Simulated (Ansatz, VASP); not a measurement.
## Cross-check of Ti31O64 (V_Ti hop (3.8 A)) between VASP and Ansatz

Wanted: the spread between two codes on one cell, functional and k mesh. The structure shown is the start of the Ansatz relaxation below; VASP solves that cell, so the two are compared at the walk's first step.

Main program and level: Ansatz 0.2.0; plane waves, with VASP 6.6.1 beside it; single point at PBEsol.

### Step 1. The structure

The cell holds 95 atoms: 31 Ti and 64 O. Cell: a = 10.660 Å, b = 10.660 Å, c = 9.558 Å, α = 90.0°, β = 90.0°, γ = 90.0°. It derives from TiO2 (TiO2 (I4_1/amd)). Nearest the centre at fractional (0.625, 0.625, 0.500): O80 at 0.42 Å, Ti26 at 1.87 Å, Ti28 at 2.37 Å, O73 at 2.70 Å, O90 at 2.70 Å, O58 at 2.70 Å, O94 at 2.72 Å, O93 at 2.72 Å. The cell carries charge −4.

### Step 2. Ansatz: relaxation, PBEsol

Ansatz runs on its default PAW (the set named soft_2) files.

The two programs are compared at the cell with which this relaxation starts, whose forces are those of its first step.

input.yaml

```yaml
crystal:
  lattice:
    - [7.53758642, 7.53758642, 0.0]
    - [-7.53758642, 7.53758642, 0.0]
    - [0.0, 0.0, 9.55830747]
  atoms:
    - { symbol: Ti, position: [0.0, 0.0, 0.0] }
    - { symbol: Ti, position: [0.0, 0.25, 0.5] }
[... 5 atom lines left out ...]
    - { symbol: Ti, position: [0.375, 0.375, 0.25] }
[... 1 atom line left out ...]
    - { symbol: O, position: [0.125, 0.375, 0.95743051] }
    - { symbol: O, position: [0.375, 0.125, 0.95743051] }
[... 3 atom lines left out ...]
    - { symbol: O, position: [0.25, 0.0, 0.70743051] }
    - { symbol: O, position: [0.25, 0.25, 0.20743051] }
[... 1 atom line left out ...]
    - { symbol: O, position: [0.125, 0.375, 0.54256949] }
    - { symbol: O, position: [0.375, 0.125, 0.54256949] }
[... 2 atom lines left out ...]
    - { symbol: O, position: [0.0, 0.25, 0.29256949] }
[... 1 atom line left out ...]
    - { symbol: O, position: [0.25, 0.25, 0.79256949] }
[... 1 atom line left out ...]
    - { symbol: Ti, position: [0.0, 0.75, 0.5] }
[... 1 atom line left out ...]
    - { symbol: Ti, position: [0.25, 0.75, 0.0] }
    - { symbol: Ti, position: [0.125, 0.625, 0.25] }
    - { symbol: Ti, position: [0.125, 0.875, 0.75] }
    - { symbol: Ti, position: [0.375, 0.625, 0.75] }
[... 3 atom lines left out ...]
    - { symbol: O, position: [0.375, 0.625, 0.95743051] }
[... 15 atom lines left out ...]
    - { symbol: Ti, position: [0.75, 0.0, 0.5] }
    - { symbol: Ti, position: [0.75, 0.25, 0.0] }
    - { symbol: Ti, position: [0.625, 0.125, 0.25] }
    - { symbol: Ti, position: [0.625, 0.375, 0.75] }
[... 3 atom lines left out ...]
    - { symbol: O, position: [0.625, 0.375, 0.95743051] }
[... 2 atom lines left out ...]
    - { symbol: O, position: [0.5, 0.0, 0.20743051] }
    - { symbol: O, position: [0.5, 0.25, 0.70743051] }
[... 4 atom lines left out ...]
    - { symbol: O, position: [0.875, 0.125, 0.54256949] }
    - { symbol: O, position: [0.875, 0.375, 0.04256949] }
    - { symbol: O, position: [0.5, 0.0, 0.79256949] }
    - { symbol: O, position: [0.5, 0.25, 0.29256949] }
    - { symbol: O, position: [0.75, 0.0, 0.29256949] }
[... 1 atom line left out ...]
    - { symbol: Ti, position: [0.5, 0.5, 0.0] }
[... 2 atom lines left out ...]
    - { symbol: Ti, position: [0.625, 0.625, 0.25] }
    - { symbol: Ti, position: [0.625, 0.875, 0.75] }
    - { symbol: Ti, position: [0.875, 0.625, 0.75] }
    - { symbol: Ti, position: [0.875, 0.875, 0.25] }
    - { symbol: O, position: [0.625, 0.625, 0.45743051] }
[... 2 atom lines left out ...]
    - { symbol: O, position: [0.875, 0.875, 0.45743051] }
    - { symbol: O, position: [0.5, 0.5, 0.20743051] }
    - { symbol: O, position: [0.5, 0.75, 0.70743051] }
    - { symbol: O, position: [0.75, 0.5, 0.70743051] }
    - { symbol: O, position: [0.75, 0.75, 0.20743051] }
    - { symbol: O, position: [0.625, 0.625, 0.04256949] }
    - { symbol: O, position: [0.625, 0.875, 0.54256949] }
    - { symbol: O, position: [0.875, 0.625, 0.54256949] }
[... 1 atom line left out ...]
    - { symbol: O, position: [0.5, 0.5, 0.79256949] }
    - { symbol: O, position: [0.5, 0.75, 0.29256949] }
    - { symbol: O, position: [0.75, 0.5, 0.29256949] }
    - { symbol: O, position: [0.75, 0.75, 0.79256949] }
total_charge: -4
basis:
  ecutwfc: 420
  xc_grid: 2
hamiltonian:
  xc: pbesol
kpoints:
  mp_grid: { grid: [1, 1, 1], shift: [0.25, 0.25, 0.25] }
scf:
  occupations: { method: fixed }
  max_iter: 120
output:
  forces: true
relax:
  f_tol: 0.02
  max_steps: 70
  random_displacement: { amplitude: 0.03, seed: 1565 }
```

Launch:

```bash
$ ansatz run input.yaml --threads 32 --pin off --max-ram 84787MiB --backend cuda --events-out ev --progress --plain --runs-dir out --max-vram 78GiB
```

Numbers of over 12 decimals in the logs are rounded to 6 here.

Log:

```text
[...]
Engine: ansatz 0.2.0, aarch64-unknown-linux-gnu
[...]
Pseudopotential: Ti, paw, valence charge 12, recommended cutoff 420 eV (normal), Ti.paw.azcp
Pseudopotential: O, paw, valence charge 6, recommended cutoff 420 eV (normal), O.paw.azcp
Functional definition: PBEsol
[...]
Crystal: 95 atoms, lattice volume = 1086.114 Å³
Basis set: ecut = 420 eV, 21163 PW (Γ), exchange–correlation on 144×144×128 points (8 copies of the dense FFT grid, shifted against one another)
Bands: 475, of which v1, the nominal top of the filled ones, is band 380 counted from 1 (379 counted from 0)
[...]
k-points: 1
[...]
Functional: x = pbesol(κ = 0.804, μ = 0.123457), c = pbesol(β = 0.046)
[...]
SCF 1 converged in 11 iterations: F = -112673.880103 eV  dr2 = 5.00e-6
[...]
relax step   1: F+E_penalty+E_count = -112673.88010271 eV  Δ(F+E_penalty+E_count) = +0.000e0 eV  max|allowed force component| = 4.354e0 eV/Å  Δτ_max = 0.0000 Å  (11 SCF iters, dr2 threshold 1.00e-5 eV [...]
[...]
SCF iter   2: F=—  HF=-112677.128305 eV  |F-HF|=—  |Δ(HF+E_count)|=   6.61e-2  Δρ=5.06e-3  dr2=2.85e-1  ethr=8.99e-5  ⟨swp⟩=3.0  Hψ=586  notcnv=0  defer=93
[...]
SCF iter   7: F=-112677.093857 eV  HF=-112677.093879 eV  |F-HF|=2.21e-5  |Δ(HF+E_count)|=   2.44e-5  Δρ=7.39e-5  dr2=6.72e-5  ethr=1.32e-8  ⟨swp⟩=2.0  Hψ=1432  notcnv=0
SCF 2 converged in 7 iterations: F = -112677.093857 eV  dr2 = 6.72e-5
[...]
SCF 6 converged in 8 iterations: F = -112678.230897 eV  dr2 = 2.34e-8
relax step   6: F+E_penalty+E_count = -112678.23089746 eV  Δ(F+E_penalty+E_count) = -8.478e-4 eV  max|allowed force component| = 1.160e-2 eV/Å  Δτ_max = 0.0064 Å  (8 SCF iters, accepted)
SCF converged after 8 iterations
[...]
```

### Step 3. VASP: single point, PBEsol, start cell, pair 1

The same cell, functional and mesh now go to VASP, with its own data sets.

Lines of VASP's logs that name or quote its potential files are left out, and so is its time.

INCAR

```
SYSTEM = Ti31O64
PREC = Accurate
ENCUT = 520
EDIFF = 1E-06
NELM = 120
ISMEAR = 0
SIGMA = 0.01
LREAL = Auto
ALGO = Normal
GGA = PS
NELECT = 760
NBANDS = 448
LASPH = .TRUE.
LORBIT = 11
LWAVE = .FALSE.
LCHARG = .FALSE.
ISIF = 2
ISYM = 0
GGA_COMPAT = .FALSE.
EFERMI = MIDGAP
NCORE = 2
```

POSCAR

```
Ti31O64
1.0
    7.5375864195      7.5375864195      0.0000000000
   -7.5375864195      7.5375864195      0.0000000000
    0.0000000000      0.0000000000      9.5583074700
Ti O
31 64
Direct
    0.9995469372      0.0000643442      0.0030967826
    0.9975456334      0.2500137173      0.4984146006
[... 5 atom lines left out ...]
    0.3756175840      0.3723672067      0.2491026793
[... 1 atom line left out ...]
    0.0000663342      0.7493778095      0.4969499061
    0.2522690811      0.4985017472      0.5007162633
[... 3 atom lines left out ...]
    0.3757834196      0.6222814226      0.7501328057
    0.3775744438      0.8761425253      0.2500442686
[... 1 atom line left out ...]
    0.5004254399      0.2498147146      0.4968452851
    0.7522965157      0.0001990027      0.5018670947
[... 2 atom lines left out ...]
    0.6228784307      0.3767784330      0.7492958374
[... 1 atom line left out ...]
    0.8730911506      0.3731963846      0.2489980582
[... 1 atom line left out ...]
    0.7479184564      0.5000937688      0.4977868744
[... 1 atom line left out ...]
    0.6229314981      0.6250807271      0.2521366892
    0.6270574872      0.8731574849      0.7496097005
    0.8744841695      0.6222814226      0.7496097005
    0.8766566156      0.8769551196      0.2512997210
[... 3 atom lines left out ...]
    0.3772228724      0.3740786298      0.4558338402
[... 15 atom lines left out ...]
    0.3726657107      0.8761425253      0.4561477033
    0.9999336658      0.4982364103      0.2098697919
    0.9981426415      0.7510361653      0.7094352239
    0.2514730704      0.4975730680      0.7076566663
[... 3 atom lines left out ...]
    0.3748547403      0.6237407757      0.5453894444
[... 2 atom lines left out ...]
    0.0027860377      0.7498421491      0.2931481341
    0.2484216957      0.4985017472      0.2946128286
[... 4 atom lines left out ...]
    0.8754128487      0.3743240665      0.4544737668
    0.4972413968      0.0002653369      0.2079866133
    0.4981037418      0.2516057388      0.7089121187
    0.7519648445      0.9997346631      0.7096444660
    0.7507708284      0.2478246876      0.2092420657
[... 1 atom line left out ...]
    0.6224804253      0.3750537430      0.5439247499
[... 2 atom lines left out ...]
    0.5019511272      0.9998009973      0.7948059867
    0.5000937688      0.2512077334      0.2896956400
    0.7489134699      0.9974792992      0.2917880607
    0.7526945211      0.2492177065      0.7922950819
    0.6227358121      0.6239497285      0.4560430823
[... 2 atom lines left out ...]
    0.8767328999      0.8738274606      0.4594955764
    0.4997687310      0.4972347634      0.2080912344
    0.4981037418      0.7497758149      0.7051457615
    0.7503728230      0.4975067338      0.7089121187
    0.7500477852      0.7522898823      0.2056849506
    0.6227523956      0.6255251665      0.0408022028
    0.6250674603      0.8770048703      0.5447617182
    0.8753465145      0.6276544953      0.5435062658
[... 1 atom line left out ...]
    0.5016061892      0.5001733699      0.7899934192
    0.5004254399      0.7471887799      0.2926250289
    0.7511024995      0.5016857903      0.2948220706
    0.7516570537      0.7522726354      0.7925043240
```

KPOINTS

```
Points of the shifted mesh
1
Reciprocal
 0.2500000000  0.2500000000  0.2500000000 1
```

The projector-augmented-wave data sets are Ti_sv and O (PBE family, release 64).

Launch:

```bash
$ mpirun -np 8 vasp_std
```

Log:

```text
[banner, memory and clock lines left out]
running    8 mpi-ranks, on    1 nodes
[...]
|                                                                             |
|               ----> ADVICE to this user running VASP <----                  |
|                                                                             |
|     You enforced a specific xc type in the INCAR file but a different       |
|     [... a line on the potential file left out ...]
|     I HOPE YOU KNOW WHAT YOU ARE DOING!                                     |
|                                                                             |

 LDA part: xc-table for (Slater+PW92), standard interpolation
 POSCAR, INCAR and KPOINTS ok, starting setup
[...]
entering main loop
       N       E                     dE             d eps       ncg     rms          rms(c)
DAV:   1     0.131174719699E+05    0.13117E+05   -0.36619E+05   896   0.200E+03
DAV:   2     0.207063483048E+04   -0.11047E+05   -0.10597E+05   896   0.638E+02
DAV:   3    -0.787140733908E+03   -0.28578E+04   -0.27614E+04  1064   0.280E+02
DAV:   4    -0.108979198787E+04   -0.30265E+03   -0.30168E+03  1240   0.981E+01
DAV:   5    -0.111465123766E+04   -0.24859E+02   -0.24849E+02  1416   0.227E+01BRMIX: very serious problems
 the old and the new charge density differ
 old charge density:   756.00000 new  759.99999
    0.129E+02
DAV:   6    -0.869931828078E+03    0.24472E+03   -0.18074E+03  1264   0.105E+02    0.574E+01
DAV:   7    -0.870410985001E+03   -0.47916E+00   -0.48536E+02  1296   0.396E+01    0.365E+01
DAV:   8    -0.858053136389E+03    0.12358E+02   -0.50774E+01  1352   0.178E+01    0.169E+01
DAV:   9    -0.862595607172E+03   -0.45425E+01   -0.51178E+01  1288   0.127E+01    0.210E+01
[...]
DAV:  24    -0.858789259471E+03    0.17711E-05   -0.88181E-06  1064   0.734E-03    0.105E-02
DAV:  25    -0.858789258097E+03    0.13730E-05   -0.71729E-06   848   0.565E-03    0.497E-03
DAV:  26    -0.858789257691E+03    0.40606E-06   -0.19035E-06   656   0.322E-03
   1 F= -.85878926E+03 E0= -.85878926E+03  d E =0.000000E+00
```

OUTCAR, selected parts (step 3):

```text
  FREE ENERGIE OF THE ION-ELECTRON SYSTEM (eV)
  ---------------------------------------------------
  free  energy   TOTEN  =      -858.7892576914 eV

  energy  without entropy=     -858.7892576914  energy(sigma->0) =     -858.78925769
```

This run has no spin polarisation, so a moment on Ti, if there is one, isn't seen. The cell is charged against a uniform background.

The run ends at a pressure of 6.48 GPa, with forces up to 5.4 eV/Å.

### Step 4. Differences

Known differences besides the potentials themselves: fixed occupations in Ansatz, narrow Gaussian smearing in VASP; the cutoff is 420 eV in Ansatz and 520 eV in VASP (PREC = Accurate, projectors in real space); Ansatz makes its cores anew for this functional, VASP keeps those of its PBE data sets. Total energies have different zeros and are not compared.

Forces on 10 of the 95 atoms, those with the largest forces and the largest differences (eV/Å; atoms numbered as in POSCAR):

| atom | Ansatz x, y, z | VASP x, y, z |
| --- | --- | --- |
| Ti3 | 4.018, 0.228, -0.100 | 3.974, 0.240, -0.089 |
| Ti15 | -1.105, 3.357, -3.596 | -1.121, 3.339, -3.602 |
| Ti16 | 3.304, -0.982, 4.111 | 3.309, -1.001, 4.106 |
| Ti19 | -0.050, -4.354, 0.501 | -0.060, -4.330, 0.498 |
| Ti26 | -3.751, 0.253, -0.457 | -3.724, 0.262, -0.425 |
| Ti28 | -3.389, -0.113, 3.080 | -3.384, -0.119, 3.069 |
| Ti29 | -0.253, -3.791, -3.746 | -0.247, -3.788, -3.758 |
| O51 | -2.643, 0.084, -1.015 | -2.570, 0.086, -0.990 |
| O58 | 0.044, -3.177, 0.402 | 0.044, -3.105, 0.372 |
| O80 | 3.421, 0.070, -0.393 | 3.352, 0.070, -0.361 |

The forces differ by 16 meV/Å r.m.s., which is 1.5 % of the r.m.s. force of 1.031 eV/Å (both taken over all components). The cell carries a charge of -4 e against a uniform background, so its pressure also hangs on how the neutralising background is counted, and in a defect's cell a gap may be the spacing between its levels.

### Step 5. Ansatz: relaxation, PBEsol

The two programs are compared at the cell with which this relaxation starts, whose forces are those of its first step.

The structure compared here is the start of the Ansatz relaxation; VASP solves that cell, so the two are compared at the walk's first step.

input.yaml

```yaml
crystal:
  lattice:
    - [7.53758642, 7.53758642, 0.0]
    - [-7.53758642, 7.53758642, 0.0]
    - [0.0, 0.0, 9.55830747]
  atoms:
    - { symbol: Ti, position: [-2.985e-05, -0.00068132, -0.00011122] }
    - { symbol: Ti, position: [4.925e-05, 0.25003731, 0.50016378] }
[... 5 atom lines left out ...]
    - { symbol: Ti, position: [0.37548728, 0.37657154, 0.24960346] }
[... 1 atom line left out ...]
    - { symbol: O, position: [0.12532305, 0.37526114, 0.95863914] }
    - { symbol: O, position: [0.3758791, 0.12637788, 0.95678096] }
[... 3 atom lines left out ...]
    - { symbol: O, position: [0.25153038, -0.00151443, 0.70816107] }
    - { symbol: O, position: [0.24940194, 0.25152228, 0.20709644] }
[... 1 atom line left out ...]
    - { symbol: O, position: [0.1242164, 0.37413971, 0.5438323] }
    - { symbol: O, position: [0.37482692, 0.12569281, 0.54271621] }
[... 2 atom lines left out ...]
    - { symbol: O, position: [0.00023417, 0.2501634, 0.29183359] }
[... 1 atom line left out ...]
    - { symbol: O, position: [0.24937851, 0.24842877, 0.79275965] }
[... 1 atom line left out ...]
    - { symbol: Ti, position: [1.557e-05, 0.7500084, 0.49999062] }
[... 1 atom line left out ...]
    - { symbol: Ti, position: [0.25463699, 0.74999635, -8.506e-05] }
    - { symbol: Ti, position: [0.12666133, 0.62532505, 0.24963537] }
    - { symbol: Ti, position: [0.12665029, 0.87461926, 0.75054934] }
    - { symbol: Ti, position: [0.3806483, 0.63066677, 0.738376] }
[... 3 atom lines left out ...]
    - { symbol: O, position: [0.37179764, 0.62173337, 0.96475241] }
[... 15 atom lines left out ...]
    - { symbol: Ti, position: [0.74600662, -0.00406514, 0.50503722] }
    - { symbol: Ti, position: [0.7494428, 0.24987918, -0.00010327] }
    - { symbol: Ti, position: [0.62463557, 0.12322163, 0.24953935] }
    - { symbol: Ti, position: [0.62467545, 0.37661231, 0.75056064] }
[... 3 atom lines left out ...]
    - { symbol: O, position: [0.62416232, 0.3734514, 0.95677161] }
[... 1 atom line left out ...]
    - { symbol: O, position: [0.87584501, 0.3739761, 0.45656436] }
    - { symbol: O, position: [0.49779029, 0.00245372, 0.2074162] }
    - { symbol: O, position: [0.49998734, 0.25003214, 0.70705603] }
[... 4 atom lines left out ...]
    - { symbol: O, position: [0.87587204, 0.12584936, 0.54380551] }
[... 1 atom line left out ...]
    - { symbol: O, position: [0.50227983, 0.00244045, 0.79269528] }
    - { symbol: O, position: [0.500149, 0.25003204, 0.29301257] }
    - { symbol: O, position: [0.74860355, -0.00143511, 0.29198953] }
[... 1 atom line left out ...]
    - { symbol: Ti, position: [0.50008084, 0.50453824, -0.00013278] }
[... 2 atom lines left out ...]
    - { symbol: Ti, position: [0.625, 0.625, 0.25] }
    - { symbol: Ti, position: [0.61906915, 0.86901142, 0.7384056] }
    - { symbol: Ti, position: [0.87337882, 0.62535057, 0.75054012] }
    - { symbol: Ti, position: [0.87332936, 0.8745335, 0.2495502] }
    - { symbol: O, position: [0.625, 0.625, 0.45743051] }
[... 2 atom lines left out ...]
    - { symbol: O, position: [0.87571222, 0.87521824, 0.45742968] }
    - { symbol: O, position: [0.50220163, 0.49750525, 0.20738211] }
    - { symbol: O, position: [0.5, 0.75, 0.70743051] }
    - { symbol: O, position: [0.75, 0.5, 0.70743051] }
    - { symbol: O, position: [0.75250788, 0.74777882, 0.20742095] }
    - { symbol: O, position: [0.62825507, 0.62171132, 0.03568674] }
    - { symbol: O, position: [0.625, 0.875, 0.54256949] }
    - { symbol: O, position: [0.875, 0.625, 0.54256949] }
[... 1 atom line left out ...]
    - { symbol: O, position: [0.49796046, 0.49764343, 0.79268834] }
    - { symbol: O, position: [0.5, 0.75, 0.29256949] }
    - { symbol: O, position: [0.75, 0.5, 0.29256949] }
    - { symbol: O, position: [0.7523434, 0.75207419, 0.79270683] }
total_charge: -4
basis:
  ecutwfc: 420
  xc_grid: 2
hamiltonian:
  xc: pbesol
kpoints:
  mp_grid: { grid: [1, 1, 1], shift: [0.25, 0.25, 0.25] }
scf:
  occupations: { method: fixed }
  max_iter: 120
output:
  forces: true
relax:
  f_tol: 0.02
  max_steps: 70
  random_displacement: { amplitude: 0.01, seed: 1565 }
```

Launch:

```bash
$ ansatz run input.yaml --threads 32 --pin off --max-ram 84787MiB --backend cuda --events-out ev --progress --plain --runs-dir out --max-vram 78GiB
```

Log:

```text
[...]
Crystal: 95 atoms, lattice volume = 1086.114 Å³
Basis set: ecut = 420 eV, 21163 PW (Γ), exchange–correlation on 144×144×128 points (8 copies of the dense FFT grid, shifted against one another)
Bands: 475, of which v1, the nominal top of the filled ones, is band 380 counted from 1 (379 counted from 0)
[...]
k-points: 1
[...]
SCF 2 converged in 8 iterations: F = -112676.857659 eV  dr2 = 2.02e-5
[...]
SCF 6 converged in 8 iterations: F = -112678.230759 eV  dr2 = 3.42e-8
[...]
relax step   6: F+E_penalty+E_count = -112678.23075856 eV  Δ(F+E_penalty+E_count) = -1.041e-3 eV  max|allowed force component| = 1.512e-2 eV/Å  Δτ_max = 0.0077 Å  (8 SCF iters, accepted)
SCF converged after 8 iterations
[...]
```

[end of part 1 of 2]

[Lines on the potential files, build, host, timing and source positions are cut from VASP's logs without a mark.]

[Logs are printed without paths, hosts, clocks, repeated set-up lines and the standing remarks that a program may print on its own settings, such as how far it seeks lower states.]

[Hosts, paths, dates, database ids (printed as entryN), source tags and the programs' standing remarks are cut or masked in the printed files.]
